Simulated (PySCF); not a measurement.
PbS (Galena) under changes of volume

One of the cells (26.086 Å³/atom); the others are scaled copies at fixed shape and fractional positions:

```
Pb S
1.0
     0.00000    2.96575    2.96575
     2.96575    0.00000    2.96575
     2.96575    2.96575    0.00000
Pb S
1 1
Direct
  0.00000 0.00000 0.00000
  0.50000 0.50000 0.50000
```

* Program: PySCF 2.14.0
* Functional: r2SCAN
* Potentials or basis: DZVP-MOLOPT-SR/GTH-PBE (potentials made for PBE)
* k mesh: 6 × 6 × 6
* Occupations: fermi-dirac, width 0.05 eV
* Spin: no spin polarisation

```csv
volume (Å³/atom),energy over the lowest point (meV/atom),gap on the mesh (eV)
24.521,47.34,0.28
25.042,28.67,0.37
25.564,15.05,0.45
26.086,?,?
26.607,1.13,0.59
27.129,0.00,0.66
```

**Question.** What does the run at 26.086 Å³/atom give?

**Answer.** Energy over the lowest point 6.02 meV/atom; gap on the mesh 0.52 eV.

Worked out: A Birch-Murnaghan fit of order 3 (a polynomial in V^(-2/3)) to the other rows has its minimum at 27.03 Å³/atom with B0 = V·E''(V) = 55 GPa and B' = 4.1. It gives 6.01 meV/atom at 26.086 Å³/atom, against the run's 6.02. A straight line through the other rows of the gap, of slope 3.72 eV per unit of ln V (its deformation potential), gives 0.52 eV, against the run's 0.52.

Energies are extrapolated to zero smearing.

Caveats: the potentials were made for another functional, which shifts forces and pressure; meta-GGAs need a finer uniform grid than this; spin-orbit coupling is left out, which as a rule narrows the gap of such compounds by several tenths of an eV; the basis of atomic orbitals isn't converged, which shifts pressures, moduli and gaps.

A mesh can miss the band edges.
